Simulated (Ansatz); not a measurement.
# A series in volume scale on Mn

Results calculated with Ansatz 0.2.0, not measured. Plane-wave DFT, scalar-relativistic PAW made under PBE with cores redone for the functional, no dispersion; the given relaxed cell is scaled uniformly, energy at zero smearing counts from the unscaled cell, pressure at the given Fermi-Dirac smearing is positive in compression.

The cell before it is scaled or strained (space group Pm-3m, No. 221):
```
cell vectors (Å)
   0.0000     2.4122     2.4122
   2.4122     0.0000     2.4122
   2.4122     2.4122     0.0000
atoms (fractions of the cell vectors)
Mn  0.00000  0.00000  0.00000
Mn  0.50000  0.50000  0.50000
```

Settings of every row: spin polarised yes; functional revPBE; wave cutoff 420 eV; smearing width 0.05 eV; k mesh 13x13x13.

Atom:
```
element  starting moment (Bohr magneton)
     Mn                             2.48
     Mn                            -2.48
```

Limits: search for a lower magnetic state is off; the cell comes from a prototype or a list of computed structures and needn't be the stable phase.

```
row  volume scale  V (Å³/atom)  energy change per atom (meV)  largest site moment (Bohr magneton)  pressure (GPa)
  1          0.88       12.352                         68.16                                    2           14.71
  2          0.92       12.913                         27.62                                 2.17            8.47
  3          0.96       13.474                          6.38                                 2.33             3.7
  4          1.04       14.597                          4.51                                 2.64           -2.37
  5          1.08       15.159                         16.76                                 2.79           -4.16
  6          1.12        15.72                             ?                                    ?               ?
```

Question: what energy change per atom and largest site moment should row 6 give?

Worked fit of energy change per atom. Take u = (V_r/V)^(2/3) − 1 with V_r = 13.474 Å³ an atom, which is twice the finite (Eulerian) strain; such expansions in the strain, on which the Birch-Murnaghan equation of state is built, carry the rest volume and the bulk modulus. The shown rows have u = 0.05968, 0.02876, 0, -0.05197, -0.07555. Least squares give energy change per atom = 6.514 + 509.28 × u + 8655 × u² meV; a straight line predicts inner rows, each left out in turn, worse (root mean square 18 against 1.2 meV). The rows lie off it by 0.43, -0.70, -0.13, 1.09, -0.68 (root mean square 0.68 meV). The withheld row has u = -0.09768, so the fit gives 6.514 + 509.28 × (-0.09768) + 8655 × (-0.09768)² = 39.35 meV.

The calculation gave 34.4 meV. The fit lies 4.95 meV (14 % of the value, 7.8 % of the column's range) above it; its largest miss of a shown row is 1.09 meV. This row lies beyond the range of the fit.

Worked fit of largest site moment. Take t = volume scale − 0.98. The shown rows have t = -0.1, -0.06, -0.02, 0.06, 0.1. Least squares give largest site moment = 2.41 + 3.942 × t − 1.48 × t² Bohr magneton; a straight line predicts inner rows, each left out in turn, worse (root mean square 0.0066 against 0.0021 Bohr magneton). All shown rows lie on it to the printed digit. The withheld row has t = 0.14, so the fit gives 2.41 + 3.942 × (0.14) − 1.48 × (0.14)² = 2.93 Bohr magneton.

The calculation gave 2.93 Bohr magneton. The fit meets it to the printed digit. This row lies beyond the range of the fit.

The other values of row 6: pressure -5.43 GPa.
